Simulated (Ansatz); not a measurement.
Cubic perovskite LaAlO3 (cubic high-temperature phase) was calculated with PBEsol+SOC in Ansatz (plane waves, PAW).

Numerical settings: plane-wave cutoff 520 eV, 10×10×10 k mesh, Fermi–Dirac smearing 0.01 eV, PAW data made under PBE.

Pressure at four volumes; x = ln(V/10.731 Å³). One pressure is withheld.

```csv
V (Å³/atom),x,P (GPa)
10.087,-0.0619,?
10.302,-0.0408,9.25
10.731,0.0000,0.01
11.375,0.0583,-10.68
```

Q: Pass a parabola P(x) through the three rows shown, estimate the bulk modulus and its pressure derivative near zero pressure, and predict the withheld pressure.

A: Slopes between the rows: (0.01 − (9.25))/(0.0000 − (-0.0408)) = -226.47 and (-10.68 − (0.01))/(0.0583 − (0.0000)) = -183.36 GPa. Their difference over the span 0.0991 is c = 43.11/0.0991 = 435.0 GPa, so P(x) = 9.25 + (-226.47)(x − (-0.0408)) + 435.0 (x − (-0.0408))(x − (0.0000)). At the middle row B = −dP/dx = −[-226.47 + 435.0 × 0.0408] = 208.7 GPa, and B′ = dB/dP = 2c/B = 4.2. At x = -0.0619 the parabola gives 14.60 GPa; the run gives 14.66 GPa. The Birch–Murnaghan fit to the energies at all volumes has B0 = 208 GPa and B′ = 4.3.

Measured, for comparison: bulk modulus 215 ± 4 GPa (room temperature, not corrected to a static lattice, cubic phase above 14 GPa, extrapolated to zero pressure; as tabulated in Guennou et al. (2011), arXiv:1105.1276). Computed (rounded) less measured: bulk modulus -3 %.

Note: the relaxation could not lower the start's symmetry, so the cell can be a saddle point above a distorted one.

Ansatz is a program for electronic structure.
